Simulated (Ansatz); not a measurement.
## ZnS: largest V_zz and pressure against volume scale

All results are calculated (Ansatz 0.2.0). Periodic Kohn-Sham DFT of a crystal at fixed atoms, scaled to volume_scale times the given cell; pressure positive in compression, energy less spherical unpolarised free atoms, largest_vzz the field gradient of largest size among the nuclei.

The cell before it is scaled or strained (space group P6_3mc, No. 186):
```
CELL_PARAMETERS angstrom
3.81100 0.00000 0.00000
-1.90550 3.30040 0.00000
0.00000 0.00000 6.23400
ATOMIC_POSITIONS crystal
Zn 0.33333 0.66667 0.00000
Zn 0.66667 0.33333 0.50000
S 0.33333 0.66667 0.38500
S 0.66667 0.33333 0.88500
```

Settings of every row: method all-electron PAW; functional PBE; relativity scalar; k mesh 8x8x5; filling fermi-dirac; smearing width 0.03 eV; nucleus gaussian.

Atom start moment: 0 on all atoms.

```csv
row,volume scale,V (Å³/atom),largest V_zz (1e21 V/m^2),pressure (GPa)
1,0.94,18.426,1.923,7.928
2,0.9405,18.436,1.923,7.873
3,0.96,18.818,1.89,5.864
4,0.98,19.21,1.859,4.009
5,0.99,19.407,1.843,3.153
6,1,19.603,1.828,2.341
7,1.01,19.799,?,?
8,1.02,19.995,1.797,0.84
9,1.04,20.387,1.768,-0.51
10,1.06,20.779,1.739,-1.726
```

Question: what largest V_zz and pressure should row 7 give?

Worked fit of largest V_zz. Take t = volume scale − 0.99. The shown rows have t = -0.05, -0.0495, -0.03, -0.01, 0, 0.01, 0.03, 0.05, 0.07. Least squares give largest V_zz = 1.8431 − 1.555 × t + 0.98 × t² 1e21 V/m^2; a straight line predicts inner rows, each left out in turn, worse (root mean square 0.0017 against 0.00055 1e21 V/m^2). The rows lie off it by 0.000, 0.001, -0.001, 0.000, 0.000, 0.000, 0.000, 0.000, 0.000. The withheld row has t = 0.02, so the fit gives 1.8431 − 1.555 × (0.02) + 0.98 × (0.02)² = 1.812 1e21 V/m^2.

The calculation gave 1.812 1e21 V/m^2. The fit meets it to the printed digit.

Worked fit of pressure. Take u = (V_r/V)^(2/3) − 1 with V_r = 19.407 Å³ an atom, which is twice the finite (Eulerian) strain; such expansions in the strain, on which the Birch-Murnaghan equation of state is built, carry the rest volume and the bulk modulus. The shown rows have u = 0.03519, 0.03481, 0.02076, 0.00683, 0, -0.00668, -0.0197, -0.03231, -0.04452. Least squares give pressure = 3.151 + 123.664 × u + 331.94 × u² + 337 × u³ GPa; a parabola predicts inner rows, each left out in turn, worse (root mean square 0.0058 against 0.002 GPa). The rows lie off it by 0.000, 0.001, 0.000, -0.002, 0.002, 0.001, -0.001, -0.001, 0.000. The pressure vanishes at u = -0.0274, or V = 20.23 Å³ an atom, and there the bulk modulus at fixed shape and fractions is B = −V dP/dV = (2/3)(1 + u) dP/du = 68.9 GPa. Letting shape and atoms relax would as a rule lower it, by much in layered, chain or molecular crystals. The withheld row has u = -0.01324, so the fit gives 3.151 + 123.664 × (-0.01324) + 331.94 × (-0.01324)² + 337 × (-0.01324)³ = 1.571 GPa.

The calculation gave 1.571 GPa. The fit meets it to the printed digit.
